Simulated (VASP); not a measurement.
# GaAs (F-43m) in VASP: single point with TB-mBJ

Aim: the single point of GaAs with TB-mBJ.

Everything below comes from runs of VASP 6.6.1. Logs are shortened: lines on timing, memory, paths and dates and some standing lists are left out, and cuts for length are marked.

**1. Starting point**

The structure is cubic, space group F-43m (No. 216). Conventional cell: a = 5.690 Å, b = 5.690 Å, c = 5.690 Å, α = 90.00°, β = 90.00°, γ = 90.00°. Ga (site symmetry -43m) is surrounded by 4 As at 2.46 Å. As (site symmetry -43m) is surrounded by 4 Ga at 2.46 Å.

The cell was built by a generator and isn't the measured one.

**2. Single point, TB-mBJ, non-collinear spin, zero start, spin-orbit coupling**

File POSCAR:

```
GaAs
1.0
    0.0000000000      2.8452190886      2.8452190886
    2.8452190886      0.0000000000      2.8452190886
    2.8452190886      2.8452190886      0.0000000000
Ga As
1 1
Direct
    0.0000000000      0.0000000000      0.0000000000
    0.2500000000      0.2500000000      0.2500000000
```

File INCAR.step1:

```
PREC = Accurate
ENCUT = 520
EDIFF = 1E-5
ISMEAR = 0
SIGMA = 0.02
LREAL = F
LASPH = T
NELM = 80
ALGO = Normal
ISIF = 2
LWAVE = T
MAGMOM = 0 0 0 0 0 0
LORBIT = 11
LSORBIT = T
GGA_COMPAT = F
GGA = PE
```

File INCAR.step2:

```
PREC = Accurate
ENCUT = 520
EDIFF = 1E-7
ISMEAR = 0
SIGMA = 0.02
LREAL = F
LASPH = T
NELM = 80
ALGO = Normal
ISIF = 2
LWAVE = F
LCHARG = T
MAGMOM = 0 0 0 0 0 0
LORBIT = 11
LSORBIT = T
GGA_COMPAT = F
METAGGA = MBJ
LVHAR = T
ISTART = 1
```

File KPOINTS:

```
Automatic mesh
0
Gamma
  8 8 8
```

Potentials or basis: VASP PAW PBE potentials, release 64 (Ga_d, As).

Command:

```sh
$ cat potpaw_PBE.64/Ga_d/POTCAR potpaw_PBE.64/As/POTCAR > POTCAR
$ cp INCAR.step1 INCAR
$ mpirun -np 1 vasp_ncl > vasp.out
$ cp INCAR.step2 INCAR
$ mpirun -np 1 vasp_ncl > vasp.out
```

OUTCAR:

```text
PREC = Accurate
   ENCUT = 520
   EDIFF = 1E-7
   ISMEAR = 0
   LREAL = F
   LASPH = T
   NELM = 80
   ISIF = 2
   LORBIT = 11
   LSORBIT = T
   METAGGA = MBJ
   ISTART = 1

 ion  position               nearest neighbor table
   1  0.000  0.000  0.000-   2 2.46   2 2.46   2 2.46   2 2.46
   2  0.250  0.250  0.250-   1 2.46   1 2.46   1 2.46   1 2.46

  LATTYP: Found a face centered cubic cell.
 ALAT       =     5.6904381772

  Lattice vectors:

 A1 = (   0.0000000000,   2.8452190886,   2.8452190886)
 A2 = (   2.8452190886,   0.0000000000,   2.8452190886)
 A3 = (   2.8452190886,   2.8452190886,   0.0000000000)

Analysis of symmetry for initial positions (statically):
=====================================================================
 Subroutine PRICEL returns:
 Original cell was already a primitive cell.

 Routine SETGRP: Setting up the symmetry group for a
 face centered cubic supercell.

 Subroutine GETGRP returns: Found 24 space group operations
 (whereof 24 operations were pure point group operations)
 out of a pool of 48 trial point group operations.

The static configuration has the point symmetry T_d .

Analysis of symmetry for dynamics (positions and initial velocities):
=====================================================================
 Subroutine PRICEL returns:
 Original cell was already a primitive cell.

 Routine SETGRP: Setting up the symmetry group for a
 face centered cubic supercell.

 Subroutine GETGRP returns: Found 24 space group operations
 (whereof 24 operations were pure point group operations)
 out of a pool of 48 trial point group operations.

The dynamic configuration has the point symmetry T_d .

Analysis of structural, dynamic, and magnetic symmetry:
=====================================================================
 Subroutine PRICEL returns:
 Original cell was already a primitive cell.

 Routine SETGRP: Setting up the symmetry group for a
 face centered cubic supercell.

 Subroutine GETGRP returns: Found 24 space group operations
 (whereof 24 operations were pure point group operations)
 out of a pool of 48 trial point group operations.

The overall configuration has the point symmetry T_d .

 Subroutine INISYM returns: Found 24 space group operations
 (whereof 24 operations are pure point group operations),
 and found     1 'primitive' translations

----------------------------------------------------------------------------------------

                                     Primitive cell

  volume of cell :      46.0656

  direct lattice vectors                    reciprocal lattice vectors
     0.000000000  2.845219089  2.845219089    -0.175733391  0.175733391  0.175733391
     2.845219089  0.000000000  2.845219089     0.175733391 -0.175733391  0.175733391
     2.845219089  2.845219089  0.000000000     0.175733391  0.175733391 -0.175733391

  length of vectors
     4.023747423  4.023747423  4.023747423     0.304379163  0.304379163  0.304379163

  position of ions in fractional coordinates (direct lattice)
     0.000000000  0.000000000  0.000000000
     0.250000000  0.250000000  0.250000000

  ion indices of the primitive-cell ions
   primitive index   ion index
                 1           1
                 2           2

----------------------------------------------------------------------------------------

 KPOINTS: Automatic mesh

Automatic generation of k-mesh.
 Grid dimensions read from file:
 generate k-points for:    8    8    8

 Generating k-lattice:

  Cartesian coordinates                     Fractional coordinates (reciprocal lattice)
    -0.021966674  0.021966674  0.021966674     0.125000000  0.000000000  0.000000000
     0.021966674 -0.021966674  0.021966674     0.000000000  0.125000000  0.000000000
     0.021966674  0.021966674 -0.021966674     0.000000000  0.000000000  0.125000000

  Length of vectors
     0.038047395  0.038047395  0.038047395

  Shift w.r.t. Gamma in fractional coordinates (k-lattice)
     0.000000000  0.000000000  0.000000000

 Subroutine IBZKPT returns following result:
 ===========================================

 Found     43 irreducible k-points:

 Following reciprocal coordinates:
            Coordinates               Weight
  0.000000  0.000000  0.000000      1.000000
  0.125000  0.000000  0.000000      4.000000
 -0.125000  0.000000  0.000000      4.000000
  0.250000  0.000000  0.000000      4.000000
 -0.250000  0.000000  0.000000      4.000000
  0.375000  0.000000  0.000000      4.000000
[... 16 lines left out ...]
 -0.375000 -0.250000  0.000000     12.000000
  0.500000  0.250000  0.000000     12.000000
 [... further k-points ...]
   k-points           NKPTS =     43   k-points in BZ     NKDIM =     43   number of bands    NBANDS=     26
   number of dos      NEDOS =    301   number of ions     NIONS =      2
   total plane-waves  NPLWV =  27000
   dimension x,y,z NGX =    30 NGY =   30 NGZ =   30
   dimension x,y,z NGXF=    60 NGYF=   60 NGZF=   60
   ions per type =               1   1
   NGX,Y,Z   is equivalent  to a cutoff of  12.39, 12.39, 12.39 a.u.
   NGXF,Y,Z  is equivalent  to a cutoff of  24.79, 24.79, 24.79 a.u.
 SYSTEM =  unknown system
   PREC   = accura    normal or accurate (medium, high low for compatibility)
   ISTART =      1    job   : 0-new  1-cont  2-samecut
   ICHARG =      0    charge: 1-file 2-atom 10-const
   ISPIN  =      1    spin polarized calculation?
   LNONCOLLINEAR =      T non collinear calculations
   LSORBIT =      T    spin-orbit coupling
   LASPH  =      T    aspherical Exc in radial PAW
   ENCUT  =  520.0 eV  38.22 Ry    6.18 a.u.   7.48  7.48  7.48*2*pi/ulx,y,z
   NELM   =     80;   NELMIN=  2; NELMDL=  0     # of ELM steps
   EDIFF  = 0.1E-06   stopping-criterion for ELM
   LREAL  =      F    real-space projection
   EDIFFG = 0.1E-05   stopping-criterion for IOM
   NSW    =      0    number of steps for IOM
   IBRION =     -1    ionic relax: 0-MD 1-quasi-New 2-CG
   NFREE  =      0    steps in history (QN), initial steepest desc. (CG)
   ISIF   =      2    stress and relaxation
   ISYM   =      2    0-nonsym 1-usesym 2-fastsym
   POTIM  = 0.5000    time-step for ionic-motion
   TEBEG  =    0.0;   TEEND  =   0.0 temperature during run
   PSTRESS=    0.0 pullay stress
   NELECT =      18.0000    total number of electrons
   NUPDOWN=      -1.0000    fix difference up-down
   EMIN   =  10.00;   EMAX   =-10.00  energy-range for DOS
   EFERMI =   0.00;   METHOD = LEGACY
   ISMEAR =     0;   SIGMA  =   0.02  broadening in eV -4-tet -1-fermi 0-gaus
   EFERMI_NEDOS =   21; number of points for ismear=-14 and -15
   IALGO  =     38    algorithm
   IMIX   =      4    mixing-type and parameters
     AMIX     =   0.40;   BMIX     =  1.00
     AMIX_MAG =   1.60;   BMIX_MAG =  1.00
  volume/ion in A,a.u.               =      23.03       155.43
  Fermi-wavevector in a.u.,A,eV,Ry     =   1.196851  2.261720 19.489685  1.432451
  Thomas-Fermi vector in A             =   2.332780
   LORBIT       =     11    0 simple, 1 ext, 2 COOP (PROOUT), +10 PAW based schemes
   METAGGA = MBJ    functional components
   LHFCALC =     F    Hartree Fock is set to
   AEXX    =    0.0000 exact exchange contribution
   IVDW    =     0    specifies the selected vdW correction
   LEPSILON=     F    determine dielectric tensor
   LRPA    =     F    only Hartree local field effects (RPA)
 Gauss-broadening in eV      SIGMA  =   0.02
  energy-cutoff  :      520.00
  volume of cell :       46.07
 maximum number of plane-waves:      2508
 NGX is ok and might be reduce to    30
   NGX = 15   NGY = 15   NGZ = 15

 number of electron      17.9999985 magnetization       0.0000000      0.0000000      0.0000000

 number of electron      17.9999985 magnetization      -0.0000000     -0.0000000     -0.0000000

 number of electron      17.9999985 magnetization      -0.0000000     -0.0000000      0.0000000

 number of electron      17.9999985 magnetization       0.0000000      0.0000000     -0.0000000

 Free energy of the ion-electron system (eV)
  ---------------------------------------------------
  ext. energy  EPLUGINS =         0.00000000
  ---------------------------------------------------
  free energy    TOTEN  =       220.49897769 eV

  energy without entropy =      220.49897769  energy(sigma->0) =      220.49897769

 E-fermi :   3.9959     XC(G=0):  -9.2702

 val. band max:        3.8492619021   @ k =   0.0000   0.0000   0.0000
 cond. band min:       5.1910626435   @ k =   0.0000   0.0000   0.0000
 fundamental gap:      1.3418007414
 Fermi energy:         3.9958703516

 k-point     1 :       0.0000    0.0000    0.0000
  band No.  band energies     occupation
      1     -11.4461      1.00000
      2     -11.4461      1.00000
      3     -11.4461      1.00000
      4     -11.4461      1.00000
      5     -11.0269      1.00000
      6     -11.0269      1.00000
[... 18 lines left out ...]
     25       8.0009      0.00000
     26       8.0009      0.00000
[... 644 lines left out ...]
      4     -11.4240      1.00000
      5     -11.0644      1.00000
      6     -11.0073      1.00000
[... 18 lines left out ...]
     25      11.0694      0.00000
     26      11.0730      0.00000

 [... further k-points ...]
[... 5 lines left out ...]
  --------------------------------------------------------------------------------------
  -------------------------------------------------------------------------------------
  Total      -86.6819300    -86.6819300    -86.6819300      0.0000000     -0.0000000      0.0000000
  in kB    -3014.8243743  -3014.8243743  -3014.8243743      0.0000000     -0.0000000      0.0000000
  external PRESSURE =   -3014.8243743 kB  Pullay stress =       0.0000000 kB

 VOLUME and BASIS-vectors are now :
 -----------------------------------------------------------------------------
  energy-cutoff  :      520.00
  volume of cell :       46.07
      direct lattice vectors                 reciprocal lattice vectors
     0.000000000  2.845219089  2.845219089    -0.175733391  0.175733391  0.175733391
     2.845219089  0.000000000  2.845219089     0.175733391 -0.175733391  0.175733391
     2.845219089  2.845219089  0.000000000     0.175733391  0.175733391 -0.175733391

 POSITION                                       TOTAL-FORCE (eV/Angst)
 -----------------------------------------------------------------------------------
      0.00000      0.00000      0.00000        -0.000000     -0.000000     -0.000000
      1.42261      1.42261      1.42261         0.000000      0.000000      0.000000
 -----------------------------------------------------------------------------------
    total drift:                                0.000002      0.000002      0.000002

  FREE ENERGIE OF THE ION-ELECTRON SYSTEM (eV)
  ---------------------------------------------------
  free  energy   TOTEN  =       220.4989776895 eV

  energy  without entropy=      220.4989776895  energy(sigma->0) =      220.49897769

 Spin-Orbit-Coupling matrix elements

 Ion:    1  E_soc:     -0.0110105
 l=   1
     0.0000000    -0.0010517    -0.0010517
    -0.0010517     0.0000000    -0.0010517
    -0.0010517    -0.0010517     0.0000000
 l=   2
     0.0000000    -0.0001570     0.0000000    -0.0001570    -0.0006264
    -0.0001570     0.0000000    -0.0004698    -0.0001570    -0.0001566
     0.0000000    -0.0004698     0.0000000    -0.0004698     0.0000000
    -0.0001570    -0.0001570    -0.0004698     0.0000000    -0.0001566
    -0.0006264    -0.0001566     0.0000000    -0.0001566     0.0000000
 l=   3
     0.0000000     0.0000000     0.0000000     0.0000000     0.0000000     0.0000000     0.0000000
     0.0000000     0.0000000     0.0000000     0.0000000     0.0000000     0.0000000     0.0000000
     0.0000000     0.0000000     0.0000000     0.0000000     0.0000000     0.0000000     0.0000000
     0.0000000     0.0000000     0.0000000     0.0000000     0.0000000     0.0000000     0.0000000
     0.0000000     0.0000000     0.0000000     0.0000000     0.0000000     0.0000000     0.0000000
     0.0000000     0.0000000     0.0000000     0.0000000     0.0000000     0.0000000     0.0000000
     0.0000000     0.0000000     0.0000000     0.0000000     0.0000000     0.0000000     0.0000000

 Ion:    2  E_soc:     -0.0219574
 l=   1
     0.0000000    -0.0036515    -0.0036515
    -0.0036515     0.0000000    -0.0036515
    -0.0036515    -0.0036515     0.0000000
 l=   2
     0.0000000    -0.0000044     0.0000000    -0.0000044    -0.0000037
    -0.0000044     0.0000000    -0.0000028    -0.0000044    -0.0000009
     0.0000000    -0.0000028     0.0000000    -0.0000028     0.0000000
    -0.0000044    -0.0000044    -0.0000028     0.0000000    -0.0000009
    -0.0000037    -0.0000009     0.0000000    -0.0000009     0.0000000
 l=   3
     0.0000000     0.0000000     0.0000000     0.0000000     0.0000000     0.0000000     0.0000000
     0.0000000     0.0000000     0.0000000     0.0000000     0.0000000     0.0000000     0.0000000
     0.0000000     0.0000000     0.0000000     0.0000000     0.0000000     0.0000000     0.0000000
     0.0000000     0.0000000     0.0000000     0.0000000     0.0000000     0.0000000     0.0000000
     0.0000000     0.0000000     0.0000000     0.0000000     0.0000000     0.0000000     0.0000000
     0.0000000     0.0000000     0.0000000     0.0000000     0.0000000     0.0000000     0.0000000
     0.0000000     0.0000000     0.0000000     0.0000000     0.0000000     0.0000000     0.0000000

 total charge

# of ion       s       p       d       tot
------------------------------------------
    1        0.758   0.654   9.997  11.410
    2        1.230   1.676   0.034   2.939
--------------------------------------------------
tot          1.988   2.330  10.031  14.349

 magnetization (x)

# of ion       s       p       d       tot
------------------------------------------
    1        0.000   0.000   0.000   0.000
    2       -0.000   0.000  -0.000  -0.000
--------------------------------------------------
tot          0.000   0.000  -0.000   0.000

 magnetization (y)

# of ion       s       p       d       tot
------------------------------------------
    1        0.000   0.000   0.000   0.000
    2       -0.000   0.000  -0.000  -0.000
--------------------------------------------------
tot          0.000   0.000  -0.000   0.000

 magnetization (z)

# of ion       s       p       d       tot
------------------------------------------
    1        0.000   0.000   0.000   0.000
    2       -0.000   0.000   0.000  -0.000
--------------------------------------------------
tot          0.000   0.000   0.000   0.000
```

It took 7.5 min on 1 thread of Intel Xeon 6975P-C (Granite Rapids), shared host; peak memory 0.36 GiB.

Results:

```yaml
Net_moment: 0.00 μB per cell
Valence_electrons_inside_the_program's_atomic_spheres: Ga 11.41; As 2.94
```

Moments on the atoms (μB; x, y, z):
```
Ga  0.00 0.00 0.00
As  0.00 0.00 0.00
```

Caveat: the PAW data sets were made with another functional, which shifts forces and pressure a little.
